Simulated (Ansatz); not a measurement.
Runs of Ansatz 0.2.0 on ZrB2. Symmetry: P6/mmm, No. 191, hexagonal system. Conventional cell: a = 3.170 Å, b = 3.170 Å, c = 3.533 Å, α = 90.00°, β = 90.00°, γ = 120.00°. Around Zr (site symmetry 6/mmm) lie 12 B at 2.54 Å. Around B (site symmetry -6m2) lie 3 B at 1.83 Å. 

```tsv
task	level	potentials or basis	cell	k mesh	smearing	points for each segment of the path	mesh quality	gap on the mesh (eV)	V0 of scaled cells (Å³/atom)	B0 (GPa)
equation of state	rPW86-PBE	Ansatz PAW	as given	10 × 10 × 8	fermi-dirac 0.05 eV	-	not flagged	-	10.47	230
band structure	PBEsol	Ansatz PAW	as given	6 × 6 × 4	fermi-dirac 0.05 eV	14	coarse	none	-	-
equation of state	PBE	Ansatz PAW soft_1	as given	10 × 10 × 8	fermi-dirac 0.05 eV	-	not flagged	-	(a)	239
equation of state	rPW86-PBE	Ansatz PAW	as given	10 × 10 × 8	gaussian 0.1 eV	-	not flagged	-	10.47	230
relaxation of cell and atoms	HSE06	Ansatz PAW	relaxed	6 × 6 × 4	fermi-dirac 0.05 eV	-	coarse	none	-	-
```

Alike in all rows: no spin polarisation; cutoff (eV) 420.

Q: Fill in the values left out.

A: (a) 10.28.

Caveats: some runs use coarse meshes; the PAW data sets come from PBE, with cores solved anew for the run's functional, which leaves a small shift of forces and pressure (some runs); the cell was scaled at fixed shape and fractional positions, which overstates the stiffness of a crystal with free parameters, most of all of layers and chains (some runs); the potentials were made for another functional, which shifts forces and pressure (some runs); the plane-wave basis is chosen anew once the cell has moved, so the energies of steps on either side of that aren't comparable (some runs).

A k mesh can miss the band edges, and the runs leave out spin-orbit coupling on Zr.

A gap of «none» marks a metal or a gap under the smearing width.

Not every run made on this cell is shown here.
